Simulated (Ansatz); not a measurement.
# Quasiparticle gap of InGaP2 (quasi-random alloy, started on the GaP lattice) (Cm)

How far does one-shot GW move the LDA gap of InGaP2 (quasi-random alloy, started on the GaP lattice) (Cm)?

Calculated with Ansatz 0.2.0; LDA, then G0W0 on it, plane waves, PAW.

## Step 1: The structure

It takes space group Cm (No. 8, monoclinic). The conventional cell has a = 11.226 Å, b = 15.845 Å, c = 9.700 Å, α = 90.00°, β = 125.25°, γ = 90.00°. Nearest to Ga lie 4 P at 2.35 to 2.37 Å. Nearest to In lie 4 P at 2.49 to 2.52 Å. Nearest to Ga lie 4 P at 2.34 to 2.38 Å. Nearest to Ga lie 4 P at 2.33 to 2.38 Å. Nearest to In lie 4 P at 2.50 to 2.53 Å. It derives from GaP. Farther neighbours are not listed.

The structure was relaxed with LDA. The runs that relaxed it are not among those shown.

The logs state that the PAW files were generated under PBE.

## Step 2: Bands along the symmetry lines

Levels along a band path and on the mesh show where this functional puts the band edges.

This step: DFT, LDA, plane waves, PAW; PAW set soft_1.

File input.yaml:

```yaml
crystal:
  lattice:
    - [-5.6131192393, 5.5981949379, -5.6056479351]
    - [5.6205722364, 5.6047738094, 5.6047738094]
    - [5.6056662421, -5.5973208123, -5.5973208123]
  atoms:
    - { symbol: Ga, position: [-0.0054647512, 0.0050205743, 8.54681e-05] }
    - { symbol: In, position: [0.2458087859, 0.4952607314, 0.2501943615] }
    - { symbol: Ga, position: [0.5092725421, 0.0043542345, 0.5033094168] }
    - { symbol: In, position: [0.75, 0.4966644551, 0.7459167939] }
    - { symbol: Ga, position: [0.75, 0.2420237424, -0.0008827484] }
    - { symbol: In, position: [0.0006628117, 0.7506106194, 0.2506252274] }
    - { symbol: In, position: [0.2471066991, 0.2511092398, 0.4965541761] }
    - { symbol: Ga, position: [0.5054647512, 0.7604853255, 0.7555502193] }
    - { symbol: In, position: [0.4993371883, 0.4999478077, -3.75843e-05] }
    - { symbol: Ga, position: [0.75, 0.0083926021, 0.2486260677] }
    - { symbol: Ga, position: [-0.0029539261, 0.4915611689, 0.4965532156] }
    - { symbol: In, position: [0.2541912141, -0.0005480545, 0.7543855756] }
    - { symbol: In, position: [0.2528933009, 0.7540025407, -0.000552523] }
    - { symbol: Ga, position: [0.5029539261, 0.244515095, 0.2495071417] }
    - { symbol: In, position: [0.75, 0.7539824855, 0.5036525657] }
    - { symbol: Ga, position: [-0.0092725421, 0.2450816924, 0.7440368747] }
    - { symbol: P, position: [-0.0135318645, 0.2398220125, -0.0137271471] }
    - { symbol: P, position: [0.2670797764, 0.7633016955, 0.2642738114] }
    - { symbol: P, position: [0.4978835872, 0.2363543584, 0.4870450965] }
    - { symbol: P, position: [0.75, 0.7608328819, 0.7633002669] }
    - { symbol: P, position: [0.75, 0.4816675919, -0.0023005049] }
    - { symbol: P, position: [-0.0152175406, 0.0009778781, 0.2374761252] }
    - { symbol: P, position: [0.254040946, 0.5172115122, 0.5175195357] }
    - { symbol: P, position: [0.5135318645, 0.0033538769, 0.7498047173] }
    - { symbol: P, position: [0.5152175406, 0.7661954188, 0.0026936658] }
    - { symbol: P, position: [0.75, 0.2494378305, 0.2467232141] }
    - { symbol: P, position: [-0.0001725914, 0.7352418677, 0.5030450339] }
    - { symbol: P, position: [0.2329202236, 0.2462219191, 0.747194035] }
    - { symbol: P, position: [0.245959054, 0.0131705662, 0.0134785897] }
    - { symbol: P, position: [0.5001725914, 0.4854144591, 0.2532176253] }
    - { symbol: P, position: [0.75, 0.0098610997, 0.4935701774] }
    - { symbol: P, position: [0.0021164128, 0.4884707712, 0.7391615093] }
kpoints:
  mp_grid: { grid: [4, 4, 4] }
  band_path:
    path:
      - [[0.0, 0.0, 0.0], [0.5, 0.0, 0.0]]
      - [[0.0, 0.5, 0.0], [0.0, 0.0, 0.0], [0.0, 0.0, 0.5]]
      - [[0.5, 0.5, 0.5], [0.0, 0.0, 0.0]]
    npoints: 6
hamiltonian:
  xc: lda
  pseudopotentials: { kind: paw, azcp: { folder: soft_1 }, xc_functional: pbe }
scf:
  occupations: { method: fermi_dirac, width: 0.02 }
  n_extra_bands: 14
output:
  eigenvalues: true
```

On the command line:

```
> ansatz run input.yaml --threads 32 --pin off --max-ram 82944MiB --backend cuda --events-out ev --progress --plain --runs-dir out --devices 1 --max-vram 78GiB
```

Numbers of over 12 decimals in the logs are rounded to 6 here.

The program printed:

```text
scf.n_extra_bands = 14 over 144 filled bands (N_el = 288.0): the run solves 158 bands
GPUs: using 1 of 1 available (devices: 1).
Engine: ansatz 0.2.0, aarch64-unknown-linux-gnu
Pseudopotentials: kind: paw
Pseudopotential: Ga, paw, valence charge 13, recommended cutoff 420 eV (normal), soft_1/Ga.paw.azcp
Pseudopotential: In, paw, valence charge 13, recommended cutoff 420 eV (normal), soft_1/In.paw.azcp
Pseudopotential: P, paw, valence charge 5, recommended cutoff 420 eV (normal), soft_1/P.paw.azcp
Functional definition: SPW92
  exchange = slater_x
  correlation = pw_c
device memory: the entry about to start is reckoned to put 35.6 GiB on a device that reports 157.9 GiB free (of which the cap on the GPU budget leaves the run 78.0 GiB)
GPU FFT provider: cuFFT
GPU libraries: cuBLAS 13.8.1, cuFFT 12.4.0, cuSOLVER 12.3.2
GPU matrix products: emulated (plane waves: as basis.precision tells), large ones in fixed point in workspaces of 1.00 GiB
Crystal: 32 atoms, lattice volume = 704.482 Å³
Basis set: ecut = 420 eV, 13811 PW (Γ)
Bands: 158, of which v1, the nominal top of the filled ones, is band 144 counted from 1 (143 counted from 0)
Symmetry: 2 space group operations
Space group: Cm (ITA 8), of the structure as read, at distance tolerance 8.9e-5 Å
k-points: 24 of 64 (time reversal used)
Non-local potential: Ga, projectors of the file, l = 0: 2, l = 1: 2, l = 2: 3, l = 3: 1
Non-local potential: In, projectors of the file, l = 0: 2, l = 1: 2, l = 2: 2, l = 3: 1
Non-local potential: P, projectors of the file, l = 0: 2, l = 1: 2, l = 2: 1
PAW form: soft (Blöchl's): semilocal exchange-correlation on the pseudo side does not see the compensation charge
PAW frozen core: Ga, regenerated for the run's functional, and the local potential with it (the file was generated under x = pbe(κ = 0.804, μ = 0.219515), c = pbe(β = 0.066725))
PAW frozen core: In, regenerated for the run's functional, and the local potential with it (the file was generated under x = pbe(κ = 0.804, μ = 0.219515), c = pbe(β = 0.066725))
PAW frozen core: P, regenerated for the run's functional, and the local potential with it (the file was generated under x = pbe(κ = 0.804, μ = 0.219515), c = pbe(β = 0.066725))
PAW one-centre angular grid: Ga, 590 points (default); XC on 64 Gauss nodes
PAW one-centre angular grid: In, 590 points (default); XC on 64 Gauss nodes
PAW one-centre angular grid: P, 110 points (default); XC on 64 Gauss nodes
Initial density: superposition of atomic densities (chi_scale 0.1, normalization cell, long waves kept (reshape's long-wave potential 0.04 eV rms))
Initial wavefunctions: pseudopotential atomic-orbital guess
GPU buffer pool allocated for 373248 grid points (all kernels)
GPU transforms: local potential and band sums: pruned to the plane-wave sphere, on 72×72×72
Functional: x = slater, c = lda
SCF iter   1: F=—  HF=-84942.036859 eV  |F-HF|=—  |Δ(HF+E_count)|=         —  Δρ=3.85e-2  dr2=1.18e1  ethr=3.10e-3  ⟨swp⟩=8.7  Hψ=18566  notcnv=0
preconditioner: auto → Resta (q_TF=auto, 2.350 Å⁻¹)  ε∞=4.6  [insulator: Δε(μ)=1.311 eV  Ē_g=12.522 eV  σ=0.020 eV  W_gap=1.00  n_scr=140 (ndim 8)  ℏωp=23.7 eV  f_vac=0.000  D(μ)=0.00/eV (n_scr^D=0)  ε∞_Penn≈4.6]
SCF iter   2: F=—  HF=-84939.162214 eV  |F-HF|=—  |Δ(HF+E_count)|=    2.87e0  Δρ=2.16e-2  dr2=2.87e0  ethr=3.10e-3  ⟨swp⟩=2.0  Hψ=5870  notcnv=0  defer=212
SCF iter   3: F=—  HF=-84938.560628 eV  |F-HF|=—  |Δ(HF+E_count)|=   6.02e-1  Δρ=5.18e-3  dr2=2.06e-1  ethr=9.97e-4  ⟨swp⟩=3.0  Hψ=7279  notcnv=0  defer=212
SCF iter   4: F=—  HF=-84938.433716 eV  |F-HF|=—  |Δ(HF+E_count)|=   1.27e-1  Δρ=2.31e-3  dr2=4.50e-2  ethr=7.15e-5  ⟨swp⟩=3.0  Hψ=7249  notcnv=0  defer=212
SCF iter   5: F=—  HF=-84938.420243 eV  |F-HF|=—  |Δ(HF+E_count)|=   1.35e-2  Δρ=7.89e-4  dr2=5.53e-3  ethr=1.56e-5  ⟨swp⟩=2.0  Hψ=7161  notcnv=0  defer=212
SCF iter   6: F=—  HF=-84938.419047 eV  |F-HF|=—  |Δ(HF+E_count)|=   1.20e-3  Δρ=2.75e-4  dr2=4.52e-4  ethr=1.92e-6  ⟨swp⟩=3.0  Hψ=7075  notcnv=0  defer=212
SCF iter   7: F=—  HF=-84938.419977 eV  |F-HF|=—  |Δ(HF+E_count)|=   9.30e-4  Δρ=3.31e-5  dr2=9.82e-6  ethr=1.57e-7  ⟨swp⟩=2.0  Hψ=6076  notcnv=0  defer=212
SCF iter   8: F=—  HF=-84938.420105 eV  |F-HF|=—  |Δ(HF+E_count)|=   1.28e-4  Δρ=1.16e-5  dr2=1.36e-6  ethr=3.41e-9  ⟨swp⟩=3.0  Hψ=7747  notcnv=0  defer=212
SCF iter   9: F=—  HF=-84938.420105 eV  |F-HF|=—  |Δ(HF+E_count)|=   5.02e-7  Δρ=5.22e-6  dr2=1.79e-7  ethr=4.71e-10  ⟨swp⟩=2.3  Hψ=7050  notcnv=0  defer=212
SCF iter  10: F=—  HF=-84938.420105 eV  |F-HF|=—  |Δ(HF+E_count)|=   4.51e-8  Δρ=3.26e-6  dr2=5.36e-8  ethr=3.47e-11  ⟨swp⟩=13.0  Hψ=15637  notcnv=0
SCF iter  11: F=-84938.420105 eV  HF=-84938.420105 eV  |F-HF|=6.69e-10  |Δ(HF+E_count)|=   4.29e-8  Δρ=6.37e-7  dr2=2.96e-9  ethr=1.86e-11  ⟨swp⟩=3.0  Hψ=10073  notcnv=0
SCF 1 converged in 11 iterations: F = -84938.420105 eV  dr2 = 2.96e-9
  greatest PAW one-centre occupation: 0.995 electrons in one spin orbital (limit 2), on the Ga atom at site 13 (counted from 0), in its partial waves of l = 2
device memory: the entry about to start is reckoned to put 28.0 GiB on a device that reports 157.9 GiB free (of which the cap on the GPU budget leaves the run 78.0 GiB)
NSCF: frozen V_eff on 27 k-points
SCF converged after 11 iterations
Free energy (F): -84938.420105 eV
Harris-Foulkes:  -84938.420105 eV  (|F-HF|=6.69e-10)
Internal energy: -84938.420105 eV  (E = F + TS)
E sigma→0 (E₀):  -84938.420105 eV
Fermi energy:    7.747107 eV
--- Per-component energies (eV) ---
  E_band       = -875.610146
  E_kinetic    = 3770.671200
  E_local      = -24012.952094  (includes V_loc(G=0)·N_el)
  E_nonlocal   = 2452.688358
  E_hartree    = 12365.485344
  E_xc         = -2800.428312
  E_vxc        = -2162.538204  (∫ρ·V_xc dr)
  E_paw        = -56354.806401  (= ΣΔE_a)
  E_vpaw       = -5654.447081  (= ΣTr[D̂ρ^β])
  E_aug_tail   = -0.001135  (compensation charges beyond the density's cutoff)
  E_ewald      = -20377.058819
  E_core_change = 17.981753  (= ΣΔE_core)
  E_smearing   = -0.000000  (= −TS)
  E_closure    = -0.000000  (closes the sum)
  Σ components = -84938.420105   (vs F -84938.420105, Δ=0.00e0)
--- Band table (eV; the first three rows and the last of 24) ---
[... rows of the band table ...]
```

It took 4.7 s on 1 × NVIDIA GB200 (shared by 2 runs) with 32 threads of Arm Neoverse V2, shared host; peak memory 1.4 GiB; 44 s of CPU time.

Numbers from this step:

| Property | Result |
| --- | --- |
| filled bands | 144 |
| gap | 1.038 eV |
| valence top at | Γ |
| conduction bottom at | Γ |
| least direct gap | 1.038 eV |

Over mesh and path the gap is 1.038 eV, in a supercell, where edges may be folded.

The electronic bands at the labelled points (eV, zero at the top of the highest nominally filled band):

| point | band 141 | band 142 | band 143 | band 144 | band 145 | band 146 | band 147 | band 148 |
| --- | --- | --- | --- | --- | --- | --- | --- | --- |
| Γ | -0.90 | -0.07 | 0.00 | 0.00 | 1.04 | 1.42 | 1.44 | 1.47 |
| halfway | -0.96 | -0.65 | -0.39 | -0.06 | 1.64 | 1.69 | 1.80 | 1.93 |
| X | -1.18 | -1.11 | -0.38 | -0.18 | 1.87 | 2.07 | 2.09 | 2.40 |
| jump to Y | -1.18 | -1.17 | -0.40 | -0.17 | 1.83 | 2.21 | 2.35 | 2.39 |
| halfway | -0.98 | -0.66 | -0.36 | -0.07 | 1.66 | 1.74 | 1.75 | 1.83 |
| Γ | -0.90 | -0.07 | 0.00 | 0.00 | 1.04 | 1.42 | 1.44 | 1.47 |
| halfway | -0.95 | -0.66 | -0.36 | -0.10 | 1.70 | 1.74 | 1.75 | 1.83 |
| Z | -1.16 | -1.10 | -0.31 | -0.30 | 2.02 | 2.03 | 2.26 | 2.28 |
| jump to R | -1.05 | -1.01 | -0.90 | -0.86 | 1.20 | 1.27 | 1.46 | 1.51 |
| halfway | -0.62 | -0.52 | -0.51 | -0.51 | 1.56 | 1.73 | 1.78 | 1.87 |
| Γ | -0.90 | -0.07 | 0.00 | 0.00 | 1.04 | 1.42 | 1.44 | 1.47 |

The electronic bands as a text plot (rows in eV):

```
    2.3 |         ++++               +++++
    2.2 |      +++++++++            +++       ++++
    2.0 |      ++ ++  ++            +  +++++++++++     ++++
    1.9 |    +++++++++  +         +++++   ++++    +++++++++
    1.7 |   +++++     +++         ++      ++++    +++++++++++++
    1.5 |++++            +++++++++            +++++++++    ++++++
    1.4 |+++               +++++          ++++                 ++
    1.2 | ++               ++ ++
    1.1 |+                   +                                 ++
    0.9 |
    0.8 |
    0.6 |
    0.5 |
    0.3 |
    0.1 |
    0.0 |******         **********                             **
   -0.2 | ***  ********* **   *********                    ****
   -0.3 |    **   **    *  **     **   ***             ****
   -0.5 |      ***  ****            ***           *****
   -0.6 |   *****     *****     *****         *************
   -0.8 |   *            **   ****        ********     ********
   -0.9 |*********  **  ***************   ****             ******
   -1.1 |      *****  **             *********
   -1.3 |        *****                 *******
         Γ        X|Y        Γ        Z|R                       Γ
```

## Step 3: The quasiparticle correction

G0W0 replaces the xc potential by a self-energy built once from the orbitals of the start. Levels are corrected in the window of bands that the input names, at points of the mesh.

This step: G0W0 on LDA, plane waves, PAW; PAW set soft_1.

Changes to input.yaml since step 2:

```diff
@@ -39,9 +39,3 @@
 kpoints:
-  mp_grid: { grid: [4, 4, 4] }
-  band_path:
-    path:
-      - [[0.0, 0.0, 0.0], [0.5, 0.0, 0.0]]
-      - [[0.0, 0.5, 0.0], [0.0, 0.0, 0.0], [0.0, 0.0, 0.5]]
-      - [[0.5, 0.5, 0.5], [0.0, 0.0, 0.0]]
-    npoints: 6
+  mp_grid: { grid: [2, 2, 2] }
 hamiltonian:
@@ -50,5 +44,8 @@
 scf:
-  occupations: { method: fermi_dirac, width: 0.02 }
-  n_extra_bands: 14
-output:
-  eigenvalues: true
+  occupations: { method: fixed }
+gw:
+  n_empty_bands: 2938
+  ecut_chi: 150.0
+  qp_bands: [v2, c2]
+  qp_kpoints: band_edges
+  screening: { model: contour_deformation }
```

The program printed:

```text
GPUs: using 1 of 1 available (devices: 1).
[...]
GPU FFT provider: cuFFT
GPU libraries: cuBLAS 13.8.1, cuFFT 12.4.0, cuSOLVER 12.3.2
[...]
Crystal: 32 atoms, lattice volume = 704.482 Å³
Basis set: ecut = 420 eV, 13811 PW (Γ)
Bands: 176, of which v1, the nominal top of the filled ones, is band 144 counted from 1 (143 counted from 0)
Symmetry: 2 space group operations
[...]
k-points: 6 of 8
[...]
GPU buffer pool allocated for 373248 grid points (all kernels)
[...]
SCF iter   1: F=—  HF=-84941.953986 eV  |F-HF|=—  |Δ(HF+E_count)|=         —  Δρ=3.82e-2  dr2=1.15e1  ethr=3.10e-3  ⟨swp⟩=6.0  Hψ=3828  notcnv=0  defer=165
[...]
SCF iter  11: F=-84938.338508 eV  HF=-84938.338508 eV  |F-HF|=1.62e-9  |Δ(HF+E_count)|=   5.60e-8  Δρ=6.75e-7  dr2=2.95e-9  ethr=1.89e-11  ⟨swp⟩=3.0  Hψ=2438  notcnv=0
SCF 1 converged in 11 iterations: F = -84938.338508 eV  dr2 = 2.95e-9
[...]
NSCF: frozen V_eff on 6 k-points
the band table was solved once the SCF had ended and its energy, with any forces and stress, was formed, with the checks that follow a solve (3822 applications of the Hamiltonian). They found nothing against the state; the energy, forces and stress were not computed again (output.eigenvalues in the input reference)
[...]
G₀W₀ screening: q 1/6
[... further progress lines ...]
[...]
SCF converged after 11 iterations
Free energy (F): -84938.338508 eV
[...]
Internal energy: -84938.338508 eV  (E = F + TS)
E sigma→0 (E₀):  -84938.338508 eV
Fermi energy:    7.222348 eV
[...]
--- Band table (eV; the first three rows and the last of 6) ---
[... rows of the band table ...]
--- G₀W₀: contour deformation, 7 samples at zero and on the imaginary axis and 1 off it, 8 q-points, 2938 empty bands' worth ---
  eigenvalues of the whole cell's RPA ε∞ on this k-mesh (on a slab, of 1 + 4πα/V) = 15.1208, 15.8071, 15.8270; static W/v taken at q = 0 is 0.064178
  gw.qp_kpoints: band_edges: 6 of 6 stored k-points solved, in 1 pass; an edge of the gap read off the rows below is read off those points alone
    ik  band        ε_KS         Σx   Σc(E_QP)       V_xc       Z   E_QP_lin       E_QP  E_QP is
     0   143      7.2185   -17.0208     1.0683   -15.5731  0.7475     6.8350     6.8392  root
     0   144      7.2223   -16.9919     1.0665   -15.5469  0.7473     6.8396     6.8438  root
     0   145      8.2587   -10.4765    -4.1203   -15.0158  0.7638     8.6831     8.6777  root
     0   146      8.6446    -7.0389    -3.8315   -11.0455  0.7764     8.8205     8.8197  root
     1   143      6.9117   -16.8410     1.1499   -15.3049  0.7465     6.5211     6.5256  root
     1   144      6.9243   -16.8508     1.1463   -15.3190  0.7467     6.5343     6.5388  root
     1   145      9.2437    -7.5676    -4.0392   -11.8507  0.7703     9.4893     9.4876  root
     1   146      9.2499    -7.5724    -4.0383   -11.8569  0.7703     9.4979     9.4961  root
     2   143      6.8247   -16.8489     1.1808   -15.2761  0.7464     6.4281     6.4328  root
     2   144      7.0472   -16.8380     1.1173   -15.3406  0.7466     6.6628     6.6671  root
     2   145      9.0487    -7.5499    -4.0174   -11.8186  0.7695     9.3018     9.3000  root
     2   146      9.4354    -8.2079    -4.1423   -12.6478  0.7654     9.7357     9.7331  root
     3   143      6.8882   -16.8395     1.1663   -15.2840  0.7465     6.4944     6.4990  root
     3   144      7.0028   -16.8529     1.1303   -15.3402  0.7466     6.6162     6.6206  root
     3   145      8.9929    -7.8521    -4.0297   -12.1606  0.7669     9.2740     9.2717  root
     3   146      9.3824    -7.8782    -4.0479   -12.1915  0.7686     9.6499     9.6479  root
     4   143      6.8422   -16.8590     1.1753   -15.2930  0.7465     6.4468     6.4515  root
     4   144      7.0420   -16.8350     1.1271   -15.3263  0.7464     6.6560     6.6604  root
     4   145      9.0919    -7.6472    -4.0190   -11.9219  0.7693     9.3494     9.3475  root
     4   146      9.2934    -7.9282    -4.0858   -12.2901  0.7673     9.5718     9.5696  root
     5   143      6.3194   -16.4314     1.3969   -14.6277  0.7427     5.9073     5.9126  root
     5   144      6.3626   -16.4031     1.3933   -14.6042  0.7425     5.9518     5.9571  root
     5   145      8.4206    -9.1423    -3.9544   -13.4523  0.7674     8.7799     8.7762  root
     5   146      8.4902    -9.2435    -3.9787   -13.5820  0.7678     8.8538     8.8500  root
```

Elapsed: 94 s, on 1 × NVIDIA GB200 (shared by 2 runs) with 32 threads; peak memory 13 GiB; 4.4 min of CPU time.

Numbers from this step:

```yaml
bands_summed: 3082
rpa_eps_infinity_on_this_mesh_eigenvalues: 15.12, 15.81, 15.83
plane_waves_in_the_screening_matrix: 2899
q_points_in_the_mesh: 8
g0w0_gap_over_the_corrected_points: 1.834 eV
k_of_the_valence_top: 0, 0, 0
k_of_the_conduction_bottom: 0, 0, 0
starting_gap_on_the_mesh: 1.036 eV
z_at_the_valence_top: 0.7473
z_at_the_conduction_bottom: 0.7638
least_direct_g0w0_gap_over_the_corrected_points: 1.834 eV
```

Over all 6 irreducible mesh points the G0W0 gap is 1.834 eV, in a supercell, where edges may be folded. The LDA gap of this run on the mesh is 1.036 eV. The two states that bound the G0W0 gap lie that far apart at the start, so the correction of the gap is 1.834 − 1.036 = +0.798 eV. The start of this run differs from the step before in mesh (4×4×4 and 2×2×2).

Labels follow the order of the start: v1 is the top filled band, c1 the lowest empty one; levels that stay degenerate share a row, the window can cut a multiplet, doubted levels are not marked in this list, bands outside the window were not corrected, and the list may be a part of the corrected levels. The levels before and after the correction (eV, zero at the valence-band top of each column):

|  | conduction bottom | valence top |
| --- | --- | --- |
| Kohn-Sham | 1.04 | 0.00 |
| G0W0 | 1.83 | 0.00 |

|  | level | occupation | energy (eV) |
| --- | --- | --- | --- |
| Kohn-Sham | Γ v2 | 2 | -0.004 |
| Kohn-Sham | Γ v1 | 2 | 0.000 |
| Kohn-Sham | Γ c1 | 0 | 1.036 |
| Kohn-Sham | Γ c2 | 0 | 1.422 |
| G0W0 | Γ v2 | 2 | -0.005 |
| G0W0 | Γ v1 | 2 | 0.000 |
| G0W0 | Γ c1 | 0 | 1.834 |
| G0W0 | Γ c2 | 0 | 1.976 |

The parts of the quasiparticle energy for the two states that bound the G0W0 gap, in eV on the run's own scale (QP = start + Σx + Σc − Vxc, with Σc at the quasiparticle energy):

| edge | k | band | start | Σx | Σc | Vxc | Z | QP |
| --- | --- | --- | --- | --- | --- | --- | --- | --- |
| valence top | Γ | 144 | 7.222 | −16.992 | 1.067 | −15.547 | 0.747 | 6.844 |
| conduction bottom | Γ | 145 | 8.259 | −10.476 | −4.120 | −15.016 | 0.764 | 8.678 |

(Continued in part 2 of 2.)

[Paths, hosts, dates, memory and timing lines, banners, echoed tables and standing remarks are left out of the program output.]

[Logs are printed without paths, hosts, clocks, repeated set-up lines and the standing remarks that a program may print on its own settings, such as how far it seeks lower states.]

[Runs of the session that timed out or met a known fault of the program may be left out.]

[Cells called generated may have been cut or substituted from an entry of the Crystallography Open Database or the Materials Project.]

[Hosts, paths, dates, database ids (printed as entryN), source tags and the programs' standing remarks are cut or masked in the printed files.]

[Where an RPA ε∞ is given, it is that of the G0W0 mesh and is not shown converged in it. Names of k-points follow the symmetry that the program found, which can be lower than the space group named. Band edges on a path are those of the sampled points; other points can move an edge, and change direct to indirect where valleys lie close.]

[Hybrid gaps are those of their k-mesh and are not shown converged in it.]
